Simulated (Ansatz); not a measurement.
# Errors in the atomisation enthalpy at 298 K

6 molecules with nitrogen; the atomisation enthalpy at 298 K in kJ/mol, computed less measured. Shapes, held fixed at every level: PBE0-D4/def2-TZVP. Flexible molecules stand in one conformer, not always the lowest. Thermal terms are harmonic and unscaled (PBE0-D4/def2-TZVP); the spin-orbit lowering of the free atoms is taken from their spectra. Programs: Ansatz 0.2.0. Measured values: Active Thermochemical Tables, CRC Handbook of Chemistry and Physics, NIST-JANAF tables.

Levels: A = SPW92/def2-TZVPP; B = PBE0-D4/def2-TZVPP; C = r2SCAN0-D4/def2-TZVPP; D = CCSD(T)/def2-TZVPP.

```
                     molecule  from tabulated heats     A    B     C     D
           HOCN (cyanic acid)                  1671  +354   +4   -83   -70
   NF3 (nitrogen trifluoride)                   843  +443  +16   -84   -62
C2F3N (cyanotrifluoromethane)                  2640  +624  +23  -112   -96
        C4H7N (butyronitrile)                  4832  +699  +30   -81  -131
   C4H9NO (dimethylacetamide)                  5779  +936  +45   -81  -161
        C5H9N (pivalonitrile)                  6021  +860  +35   -92  -157
```

(1) Which level does best on this set, which worst, and which err to one side?

## Answers

(1) 
```json
{"level": "SPW92/def2-TZVPP", "kind": "LDA", "mean error": "+652.7", "mean absolute error": "652.7", "worst case": "C4H9NO"}
{"level": "PBE0-D4/def2-TZVPP", "kind": "global hybrid", "mean error": "+25.5", "mean absolute error": "25.5", "worst case": "C4H9NO"}
{"level": "r2SCAN0-D4/def2-TZVPP", "kind": "global hybrid", "mean error": "-88.8", "mean absolute error": "88.8", "worst case": "C2F3N"}
{"level": "CCSD(T)/def2-TZVPP", "kind": "coupled cluster or CI", "mean error": "-112.8", "mean absolute error": "112.8", "worst case": "C4H9NO"}
```

On this set PBE0-D4/def2-TZVPP has the smallest mean absolute error and SPW92/def2-TZVPP the largest. SPW92/def2-TZVPP is too high in 6 of 6; PBE0-D4/def2-TZVPP is too high in 6 of 6; r2SCAN0-D4/def2-TZVPP is too low in 6 of 6; CCSD(T)/def2-TZVPP is too low in 6 of 6. The heats of C2F3N come from older tables and can be uncertain by 10 kJ/mol or more. Heats of the atoms come from ATcT where it has them. For SPW92/def2-TZVPP and PBE0-D4/def2-TZVPP and CCSD(T)/def2-TZVPP the error tends to grow with the atomisation enthalpy. Correlated wave functions converge slowly with the basis. The set is small.

The local density approximation overbinds throughout because it penalises the strongly inhomogeneous densities of free atoms more than those of molecules. Its error follows bond count only loosely: NF3 has the smallest atomisation enthalpy but a larger error than HOCN, as expected for a molecule crowded with lone pairs and held by weak bonds.

That coupled cluster trails PBE0 reverses the order known near the basis-set limit. Atomisation creates no compensating electron pairs, so the short-range correlation that a triple-zeta basis misses in each new bond goes straight into the error, which is largest for the three biggest molecules. PBE0's lead therefore probably owes something to cancellation and doesn't make it the better description of correlation.

r2SCAN0 behaves differently: its deficit is almost the same in HOCN and butyronitrile, which suggests that it stems mainly from the multiple and polar bonds, where exact exchange weakens binding, and little from the alkyl part. The ranking needn't carry over to reactions that conserve bond types, where much of these errors would cancel.
